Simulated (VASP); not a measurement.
# VASP 6.6.1 run: LiH

INCAR

```
NSW = 0
LREAL = .FALSE.
NELM = 91
METAGGA = R2SCAN
PREC = Accurate
ENCUT = 520
ISIF = 2
LWAVE = .FALSE.
LASPH = .TRUE.
NELMDL = -8
ALGO = Normal
IBRION = -1
NBANDS = 9
SIGMA = 0.01
AMIX = 0.2
EDIFF = 1E-7
BMIX = 0.0001
ISMEAR = 0
LCHARG = .FALSE.
```

KPOINTS

```
KPOINTS created by Atomic Simulation Environment
0
Gamma
10 10 10
0 0 0
```

POSCAR

```
Li H
 1.0000000000000000
     0.0000000000000000    2.1451220099000001    2.1208821312000001
     2.1451220099000001    0.0000000000000000    2.1208821312000001
     2.1451220099000001    2.1451220099000001    0.0000000000000000
 Li  H
   1   1
Cartesian
  0.0000000000000000  0.0000000000000000  0.0000000000000000
  1.0725610049500001  1.0725610049500001  1.0604410656000001
```

The recommended PBE PAW datasets give the neutral cell 4 valence electrons.

Command

```
mpirun -np 1 vasp_std
```

Problem. Predict the outcome of this run.

Solution. It converged. Results: gap between bands v and c on the k mesh 4.81 eV; least direct gap on the k mesh 5.88 eV; pressure 0.1 GPa. Band v is the last that the valence electrons fill when counted band by band, and c is the next.

OSZICAR

```
N       E                     dE             d eps       ncg     rms          rms(c)
DAV:   1    -0.145074097640E+01   -0.14507E+01   -0.14443E+03  1844   0.399E+02
DAV:   2    -0.731394959945E+01   -0.58632E+01   -0.58222E+01  2541   0.627E+01
DAV:   3    -0.741951013675E+01   -0.10556E+00   -0.10550E+00  2210   0.710E+00
DAV:   4    -0.742046575857E+01   -0.95562E-03   -0.95555E-03  2512   0.584E-01
DAV:   5    -0.742047341225E+01   -0.76537E-05   -0.76536E-05  2216   0.383E-02
DAV:   6    -0.742047350590E+01   -0.93652E-07   -0.93653E-07  2574   0.354E-03
DAV:   7    -0.742047350709E+01   -0.11837E-08   -0.11819E-08  2235   0.286E-04
DAV:   8    -0.742047350711E+01   -0.18645E-10   -0.21329E-10  2061   0.349E-05    0.318E+00
DAV:   9    -0.684370949096E+01    0.57676E+00   -0.14227E-01  2189   0.239E+00    0.243E+00
DAV:  10    -0.670931371806E+01    0.13440E+00   -0.58214E-01  1838   0.294E+00    0.387E-01
DAV:  11    -0.670815505480E+01    0.11587E-02   -0.15050E-02  2165   0.788E-01    0.251E-01
DAV:  12    -0.670999997077E+01   -0.18449E-02   -0.35598E-03  1881   0.484E-01    0.707E-02
DAV:  13    -0.671004090989E+01   -0.40939E-04   -0.27600E-04  1875   0.124E-01    0.419E-03
DAV:  14    -0.671003609630E+01    0.48136E-05   -0.24450E-06  2767   0.134E-02    0.335E-03
DAV:  15    -0.671002758735E+01    0.85089E-05   -0.14247E-06  1989   0.864E-03    0.443E-04
DAV:  16    -0.671002821017E+01   -0.62282E-06   -0.42716E-08  2208   0.155E-03    0.396E-04
DAV:  17    -0.671002794040E+01    0.26978E-06   -0.66695E-09  1179   0.669E-04    0.142E-04
DAV:  18    -0.671002777436E+01    0.16603E-06   -0.18886E-09   968   0.277E-04    0.356E-05
DAV:  19    -0.671002774285E+01    0.31512E-07   -0.21832E-10   954   0.119E-04
   1 F= -.67100277E+01 E0= -.67100277E+01  d E =-.194160E-38
```

Standard output (part)

```
POSCAR found type information on POSCAR LiH
 POSCAR found :  2 types and       2 ions
 LDA part: xc-table for (None), standard interpolation
 POSCAR, INCAR and KPOINTS ok, starting setup
 WAVECAR not read
 entering main loop
```

For comparison, a separate r²SCAN run of the intended cell, on usual settings and not on those above, gives a gap of 4.81 eV on its mesh and a pressure of 0.1 GPa.
